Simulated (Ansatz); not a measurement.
# GaAs (F-43m): the equilibrium volume

At what volume is GaAs (F-43m) free of pressure?

Method: DFT PBE, scalar-relativistic, plane waves, PAW, in Ansatz 0.2.0.

1 further run of the same task is left out (it didn't finish).

### Step 1. Starting point

It takes space group F-43m (No. 216, cubic). The conventional cell has a = 5.750 Å, b = 5.750 Å, c = 5.750 Å, α = 90.00°, β = 90.00°, γ = 90.00°. Around Ga (site symmetry -43m) lie 4 As at 2.49 Å. As (site symmetry -43m) is surrounded by 4 Ga at 2.49 Å.

Coordinates:

```cif
data_structure
_symmetry_space_group_name_H-M 'F-43m'
_symmetry_Int_Tables_number 216
_cell_length_a 5.7502
_cell_length_b 5.7502
_cell_length_c 5.7502
_cell_angle_alpha 90.000
_cell_angle_beta 90.000
_cell_angle_gamma 90.000
_cell_volume 190.13
loop_
_atom_site_label
_atom_site_type_symbol
_atom_site_symmetry_multiplicity
_atom_site_Wyckoff_symbol
_atom_site_fract_x
_atom_site_fract_y
_atom_site_fract_z
_atom_site_occupancy
Ga1 Ga 4 a 0.00000 0.00000 0.00000 1
As1 As 4 d 0.25000 0.25000 0.75000 1
```

### Step 2. At the starting volume (PBE, 6×6×6 mesh)

Contents of input.yaml:

```yaml
crystal:
  lattice:
    - [0.0, 2.8750910496, 2.8750910496]
    - [2.8750910496, 0.0, 2.8750910496]
    - [2.8750910496, 2.8750910496, 0.0]
  atoms:
    - { symbol: Ga, position: [0.0, 0.0, 0.0] }
    - { symbol: As, position: [0.25, 0.25, 0.25] }
basis:
  ecutwfc: 420
kpoints:
  mp_grid: { grid: [6, 6, 6] }
hamiltonian:
  xc: pbe
scf:
  occupations: { method: gaussian, width: 0.1 }
output:
  forces: true
  stress: true
  eigenvalues: true
```

Started as:

```
> ansatz run input.yaml --threads 8 --pin off --max-ram 16384MiB --backend cpu --events-out ev --progress --plain --runs-dir out
```

The log of the run, shortened:

```text
Warning: RAYON_NUM_THREADS=8 ignored (pool sized by the plan → 8); use --threads N
[...]
Pseudopotentials: kind: paw
Pseudopotential: Ga, paw, valence charge 13, recommended cutoff 420 eV (normal), Ga.paw.azcp
Pseudopotential: As, paw, valence charge 15, recommended cutoff 420 eV (normal), As.paw.azcp
Functional definition: PBE
[...]
Crystal: 2 atoms, lattice volume = 47.532 Å³
Basis set: ecut = 420 eV, 941 PW (Γ), exchange–correlation on 60×60×60 points (8 copies of the dense FFT grid, shifted against one another)
Bands: 18, of which v1, the nominal top of the filled ones, is band 14 counted from 1 (13 counted from 0)
Symmetry: 24 space group operations
Space group: F-43m (ITA 216), of the structure as read, at distance tolerance 3.6e-5 Å
k-points: 16 of 216 (time reversal used)
[...]
SCF iter   1: F=—  HF=-8639.836334 eV  |F-HF|=—  |Δ(HF+E_count)|=         —  Δρ=1.54e-3  dr2=1.84e-3  ethr=1.77e-3  ⟨swp⟩=5.6  Hψ=1345  notcnv=0
[...]
SCF iter   6: F=-8639.835468 eV  HF=-8639.835468 eV  |F-HF|=1.18e-9  |Δ(HF+E_count)|=   5.28e-7  Δρ=4.93e-6  dr2=1.91e-8  ethr=3.57e-10  ⟨swp⟩=3.1  Hψ=1232  notcnv=0
[...]
SCF converged after 6 iterations
Free energy (F): -8639.835468 eV
[...]
E sigma→0 (E₀):  -8639.835203 eV
Entropy (-TS):   -0.000530 eV (-0.265 meV/atom)
Fermi energy:    7.614365 eV
[...]
--- Forces (eV/Å), atoms counted from 1 ---
  atom   1  Ga     0.00000000     0.00000000     0.00000000
  atom   2  As    -0.00000000     0.00000000     0.00000000
[...]
--- Stress (GPa, compression-positive) ---
       -0.142413       0.000000      -0.000000
        0.000000      -0.142413       0.000000
       -0.000000       0.000000      -0.142413
  P = ⅓ Tr σ = -0.1424 GPa (-1.424 kbar)
--- Band table (eV; the first three rows and the last of 16) ---
  k-point 0: bands = ["-27.5543", "-27.5543", "-27.5543", "-27.5464", "-27.5464", "-7.1924", "-7.1924", "-7.1924", "-7.1255", "-7.1255", "-4.8563", "7.5190", "7.5190", "7.5190", "7.6586", "11.2368", "11.2368", "11.2368"]
[...]
```

Wall time 0.95 s (8 threads of Arm Neoverse V2, shared host); peak memory 0.34 GiB.

Result: volume 23.766 Å³/atom, pressure -0.14 GPa, mesh gap 0.14 eV.

### Step 3. Full relaxation

input.yaml: that of step 2 with these lines changed.

```diff
@@ -11,3 +11,3 @@
 kpoints:
-  mp_grid: { grid: [6, 6, 6] }
+  mp_grid: { grid: [10, 10, 10] }
 hamiltonian:
@@ -15,3 +15,3 @@
 scf:
-  occupations: { method: gaussian, width: 0.1 }
+  occupations: { method: gaussian, width: 0.05 }
 output:
@@ -20 +20,10 @@
   eigenvalues: true
+  write_density: true
+  write_potential: true
+  elf: true
+  volumetric_format: npy
+relax:
+  adjacent_minimum: "off"
+  f_tol: 0.005
+  max_steps: 80
+  cell: { stress_tol: 0.05 }
```

Started as:

```
> ansatz run input.yaml --threads 8 --pin off --max-ram 16384MiB --backend cpu --events-out ev --progress --plain --runs-dir out
```

The log of the run, shortened:

```text
Warning: RAYON_NUM_THREADS=8 ignored (pool sized by the plan → 8); use --threads N
[...]
Pseudopotentials: kind: paw
Pseudopotential: Ga, paw, valence charge 13, recommended cutoff 420 eV (normal), Ga.paw.azcp
Pseudopotential: As, paw, valence charge 15, recommended cutoff 420 eV (normal), As.paw.azcp
Functional definition: PBE
[...]
Crystal: 2 atoms, lattice volume = 47.532 Å³
Basis set: ecut = 420 eV, 941 PW (Γ), exchange–correlation on 60×60×60 points (8 copies of the dense FFT grid, shifted against one another)
Bands: 18, of which v1, the nominal top of the filled ones, is band 14 counted from 1 (13 counted from 0)
Symmetry: 24 space group operations
Space group: F-43m (ITA 216), of the structure as read, at distance tolerance 3.6e-5 Å
k-points: 47 of 1000 (time reversal used)
[...]
        0.000000      -0.026037       0.000000
        0.000000       0.000000      -0.026037
  P = ⅓ Tr σ = -0.0260 GPa (-0.260 kbar)
--- Band table (eV; the first three rows and the last of 47) ---
  k-point 0: bands = ["-27.5483", "-27.5483", "-27.5483", "-27.5403", "-27.5403", "-7.1642", "-7.1642", "-7.1642", "-7.0966", "-7.0966", "-4.8514", "7.5382", "7.5382", "7.5382", "7.6964", "11.2636", "11.2636", "11.2636"]
[...]
--- Relaxed structure (2 steps of the walk, 2 accepted, 1 SCFs on fresh bases) ---
  F+E_penalty+E_count = -8639.85960597 eV   max|allowed force component| = 3.643e-17 eV/Å   (the final SCF, on the basis selected at the relaxed cell)
  cell:  # Å, volume = 47.4278 Å³
    - [5.095372032895589e-34, 2.8729907546634372, 2.8729907546634372]
    - [2.8729907546634372, 3.668667863684825e-33, 2.8729907546634372]
    - [2.8729907546634372, 2.8729907546634372, 2.496732296118839e-33]
  atoms:
    - { symbol: Ga, position: [-6.419563177409228e-34, 5.972984869415543e-34, 6.53120775440765e-34] }
    - { symbol: As, position: [0.24999999999999997, 0.24999999999999997, 0.24999999999999997] }
```

Wall time 1.9 s (8 threads of Arm Neoverse V2, shared host); peak memory 0.42 GiB.

Relaxation path:

```
step  energy from step 1 (meV/atom)  largest force component (eV/Å)  pressure (GPa)  volume (Å³/atom)
   1                            0.0                           0.000           -0.16            23.766
   2                            0.0                           0.000           -0.03            23.714
   3                            0.0                           0.000           -0.03            23.714
```

Step 1 is the start. Step 3 repeats the geometry before it on a plane-wave basis chosen anew for the final cell, which leaves the energy as it was.

Read off: volume 23.714 Å³/atom, pressure -0.03 GPa, mesh gap 0.16 eV.

### Step 4. Results

| quantity | value |
| --- | --- |
| volume | 23.714 Å³/atom |
| pressure | -0.03 GPa |
| conventional cell | a = 5.746 Å, b = 5.746 Å, c = 5.746 Å, α = 90.00°, β = 90.00°, γ = 90.00° |
| gap on the mesh | 0.16 eV |

The volume stayed near 23.71 Å³/atom, where the pressure is zero within 0.03 GPa.
